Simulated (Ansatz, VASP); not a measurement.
## AlNi in VASP and in Ansatz

The input INCAR:

```
ALGO     = Normal         # electronic algorithm
EDIFF    = 1E-6           # SCF threshold, eV
ENCUT    = 520            # plane-wave cutoff, eV
GGA      = PE             # functional
ISIF     = 2              # what is computed and relaxed
ISMEAR   = -1             # smearing method
ISPIN    = 2              # spin polarisation
LASPH    = T              # aspherical terms in the spheres
LCHARG   = F              # write CHGCAR
LMAXMIX  = 4              # l up to which the mixer works
LORBIT   = 11             # projections on sites
LREAL    = F              # projectors in reciprocal space
LWAVE    = F              # write WAVECAR
MAGMOM   = 0 1            # initial moments
NBANDS   = 18             # bands
NELM     = 150            # most SCF steps
PREC     = Accurate       # precision mode
SIGMA    = 0.2            # smearing width, eV
```

The input KPOINTS:

```
k-points
0
Gamma
  5 5 5
```

POSCAR

```
AlNi
1.0
    2.8810000000      0.0000000000      0.0000000000
    0.0000000000      2.8810000000      0.0000000000
    0.0000000000      0.0000000000      2.8810000000
Al Ni
1 1
Direct
    0.0000000000      0.0000000000      0.0000000000
    0.5000000000      0.5000000000      0.5000000000
```

Input for Ansatz:

```yaml
crystal:
  lattice:
    - [2.881, 0.0, 0.0]
    - [0.0, 2.881, 0.0]
    - [0.0, 0.0, 2.881]
  atoms:
    - { symbol: Al, position: [0.0, 0.0, 0.0] }
    - { symbol: Ni, position: [0.5, 0.5, 0.5] }
kpoints:
  mp_grid:
    grid: [5, 5, 5]
hamiltonian:
  xc: pbe
  pseudopotentials:
    kind: paw
magnetization:
  spin_polarized: true
  per_species:
    Ni: 1.0
scf:
  max_iter: 200
  convergence:
    dr2_threshold: 1.0e-09
  occupations:
    method: fermi_dirac
    width: 0.2
output:
  forces: true
  stress: true
  eigenvalues: true
```

Alike in both runs: task single point; functional PBE; k mesh 5 × 5 × 5; occupations fermi-dirac, width 0.2 eV; collinear spin.

|  | VASP | Ansatz |
| --- | --- | --- |
| version | VASP 6.6.1 | Ansatz 0.2.0 |
| potentials or method | VASP PAW PBE potentials, release 64 (Al, Ni) | plane waves, PAW |
| plane-wave cutoff (eV) | 520 | 420 |
| valence electrons in the cell | 13 | 21 |

|  | VASP | Ansatz | Ansatz less VASP |
| --- | --- | --- | --- |
| gap on the k mesh at the Fermi level (eV) | none | none | - |
| pressure (GPa) | 2.6 | 2.8 | +0.12 |
| net moment per atom (μB) | 0.00 | 0.00 | 0.000 |

A gap of «none» marks a metal or a gap that the smearing closes. The two sets of potentials don't hold the same shells in valence. Ansatz warned: «seeded_moment_not_kept».

Caveats: the k mesh is coarse (spacing up to 0.44 Å⁻¹), so the values aren't converged.
